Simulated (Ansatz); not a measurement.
# SnSe: the cost of one run

Computed with Ansatz 0.2.0 (DFT PBE, scalar-relativistic, plane waves, PAW, unless a step's input says otherwise).

1 further run of the same task is left out (it didn't finish).

## 1. The structure to begin with

It takes space group I4/mcm (No. 140, tetragonal). Conventional cell: a = 10.866 Å, b = 10.866 Å, c = 6.121 Å, α = 90.00°, β = 90.00°, γ = 90.00°. Sn (site symmetry m2m) has 4 Se at 2.78 to 3.06 Å as nearest neighbours. Se (site symmetry m2m) has 4 Sn at 2.78 to 3.06 Å as nearest neighbours.

Coordinates:

```xyz
8
Lattice="-5.4328 5.4328 3.0606 5.4328 -5.4328 3.0606 5.4328 5.4328 -3.0606" Properties=species:S:1:pos:R:3 pbc="T T T"
Sn   -1.3471    4.0857    3.0606
Sn    6.7799    1.3471    0.0000
Sn    1.3471    4.0857    0.0000
Sn    4.0857    1.3471    3.0606
Se    1.4271    4.0057    3.0606
Se    4.0057    1.4271    0.0000
Se    4.0057   -1.4271    3.0606
Se    1.4271    6.8599    0.0000
```

The start is the relaxed end of an invented cell (made as: 5-connected net, two elements alternating (I4/mcm, No. 140)), taken up again for a closer look.

## 2. A first look at the guess

input.yaml reads:

```yaml
crystal:
  lattice:
    - [-5.4328221, 5.4328221, 3.0606421]
    - [5.4328221, -5.4328221, 3.0606421]
    - [5.4328221, 5.4328221, -3.0606421]
  atoms:
    - { symbol: Sn, position: [0.87602, 0.37602, 0.25204] }
    - { symbol: Sn, position: [0.12398, 0.62398, 0.74796] }
    - { symbol: Sn, position: [0.37602, 0.12398, 0.5] }
    - { symbol: Sn, position: [0.62398, 0.87602, 0.5] }
    - { symbol: Se, position: [0.8686585, 0.6313415, 0.5] }
    - { symbol: Se, position: [0.1313415, 0.3686585, 0.5] }
    - { symbol: Se, position: [0.3686585, 0.8686585, 0.237317] }
    - { symbol: Se, position: [0.6313415, 0.1313415, 0.762683] }
basis:
  ecutwfc: 420
kpoints:
  mp_grid: { grid: [4, 4, 4] }
hamiltonian:
  xc: pbe
scf:
  occupations: { method: gaussian, width: 0.1 }
  lower_state_search: "off"
output:
  forces: true
  stress: true
  eigenvalues: true
```

The run is started by

```
$ ansatz run input.yaml --threads 4 --pin off --max-ram 8192MiB --backend cpu --events-out ev --progress --plain --runs-dir out
```

Q: Estimate wall time and peak memory on 4 threads of Intel Xeon Platinum 8259CL at 2.50GHz (Skylake/Cascade Lake), shared host.

About 7.2 s, with a peak of 1.1 GiB.
